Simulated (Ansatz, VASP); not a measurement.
Sb: VASP beside Ansatz

File INCAR:

```
ALGO = Normal
EDIFF = 1E-7
ENCUT = 520
GGA = PS
ISIF = 2
ISMEAR = -1
LASPH = True
LCHARG = False
LREAL = False
LWAVE = False
NBANDS = 8
NELM = 100
PREC = Accurate
SIGMA = 0.05
```

The input KPOINTS:

```
k-points
0
Gamma
  6 6 7
```

File POSCAR:

```
Sb
1.0
   -1.5948718800      1.5512544700      2.7276667100
    1.5472171300     -1.5649253900      2.7079107700
    1.6154168300      1.5854703400     -2.7356140700
Sb
1
Direct
    0.0000000000      0.0000000000      0.0000000000
```

Contents of input.yaml:

```yaml
crystal:
  lattice:
    - [-1.59487188, 1.55125447, 2.72766671]
    - [1.54721713, -1.56492539, 2.70791077]
    - [1.61541683, 1.58547034, -2.73561407]
  atoms:
    - { symbol: Sb, position: [0.0, 0.0, 0.0] }
hamiltonian:
  xc: pbesol
  pseudopotentials: { kind: paw }
kpoints:
  mp_grid: { grid: [6, 6, 7] }
  band_path:
    path:
      - [[0.5, 0.0, 0.0], [0.0, 0.0, 0.0], [-0.5, 0.0, 0.5]]
      - [[0.0, 0.0, 0.5], [0.0, 0.0, 0.0], [0.0, -0.5, 0.0]]
      - [[0.5, -0.5, 0.0], [0.0, 0.0, 0.0], [-0.5, -0.5, 0.5]]
      - [[0.0, -0.5, 0.5], [0.0, 0.0, 0.0]]
    npoints: 14
scf:
  occupations: { method: fermi_dirac, width: 0.05 }
  n_extra_bands: 6
output:
  forces: true
  stress: true
  eigenvalues: true
  fatbands: false
```

This isn't the form of Sb at room conditions, which is rhombohedral.

Alike in both runs: functional PBEsol; k mesh 6 × 6 × 7; occupations fermi-dirac, width 0.05 eV; no spin polarisation.

```csv
,VASP,Ansatz
version,VASP 6.6.1,Ansatz 0.2.0
potentials or method,"VASP PAW PBE potentials, release 64 (Sb)",Ansatz PAW
plane-wave cutoff (eV),520,420
valence electrons in the cell,5,15
task,single point,band structure
```

```tsv
	VASP	Ansatz	Ansatz less VASP
gap on the k mesh at the Fermi level (eV)	none	none	-
pressure (GPa)	-1.4	-1.4	-0.01
largest component of the traceless stress (GPa)	2.15	2.15	+0.002
```

A gap of «none» marks a metal or a gap that the smearing closes. The two sets of potentials don't hold the same shells in valence.

Caveats: the k mesh is coarse (spacing up to 0.40 Å⁻¹), so the values aren't converged; the PAW data sets were made with another functional, which shifts forces and pressure a little (VASP); spin-orbit coupling is left out, which moves the levels of the heavy elements (Ansatz); the PAW data sets come from PBE, with cores solved anew for the run's functional, which leaves a small shift of forces and pressure (Ansatz). The runs have no spin-orbit coupling, so splittings on Sb are missing.
